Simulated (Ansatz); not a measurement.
PbS: do energies and stresses tell the same story?

All numbers below come from DFT PBE, scalar-relativistic, plane waves, PAW in Ansatz 0.2.0.

Cutoff 420 eV; k points 10×10×10 on the computed 2-atom cell (Γ-centred); Gaussian smearing, width 0.02 eV; no spin polarisation.

Relaxed cell: Fm-3m, a = 6.009 Å, b = 6.009 Å, c = 6.009 Å, α = 90.00°, β = 90.00°, γ = 90.00°, 2 atoms in the primitive cell.

Energies at zero smearing and pressures from the stress tensor, at volumes with shape and atoms relaxed:
| V (Å³/atom) | E − E(first) (meV/atom) | P (GPa) |
| --- | --- | --- |
| 25.495 | 0.00 | 3.74 |
| 26.308 | -13.71 | 1.72 |
| 27.122 | -17.94 | 0.00 |
| 27.936 | -14.12 | -1.47 |
| 28.749 | -3.42 | -2.71 |

Question: Check P = −dE/dV between neighbouring volumes, and get the bulk modulus from the pressures alone.

Answer: With 1 eV/Å³ = 160.2 GPa:
```tsv
middle V (Å³/atom)	−ΔE/ΔV (GPa)	mean P (GPa)
25.901	2.699	2.726
26.715	0.834	0.857
27.529	-0.753	-0.734
28.342	-2.106	-2.089
```

The two differ by 0.03 GPa at most. The mean of two end pressures misses the average over a step by about ΔV² P″/12, up to 0.03 GPa here; with that taken off 0.00 GPa remains. Around V = 27.122 Å³/atom, the two neighbours give B = −V ΔP/ΔV = 27.122 × 3.18 / 1.627 = 53.1 GPa, against B0 = 52.8 GPa from the Birch–Murnaghan fit of the energies.

Spin–orbit coupling is left out, which can shift energies with elements as heavy as these.